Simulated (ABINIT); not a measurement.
Zr:

```
Zr
1.0
     3.23200    0.00000    0.00000
    -1.61600    2.79899    0.00000
     0.00000    0.00000    5.14700
Zr
2
Cartesian
  1.6160 0.9330 3.8603
  0.0000 1.8660 1.2868
```

Base run:

- Program: ABINIT 10.8.3 (patched build)
- Functional: rPW86PBE
- Potentials or basis: JTH PAW PBE v2.0
- Cutoff: 463 eV
- k mesh: 9 × 9 × 5
- Occupations: fermi-dirac, width 0.05 eV
- Spin: no spin polarisation

Its results: band gap on the k mesh none (metal or under the smearing width); pressure 3.6 GPa.

After a change of settings the same cell gave: band gap on the k mesh none (metal or under the smearing width); pressure 0.0 GPa. Which change was it?
A. functional from rPW86PBE to PBEsol; potentials or basis from JTH PAW PBE v2.0 to PseudoDojo NC SR PBEsol v0.4.1 standard; cutoff from 463 eV to 898 eV
B. functional from rPW86PBE to revPBE
C. functional from rPW86PBE to BP86
D. functional from rPW86PBE to RPBE

C.

Caveats: the PAW data sets were made with another functional, which shifts forces and pressure a little.

Not every run made on this cell is shown here.
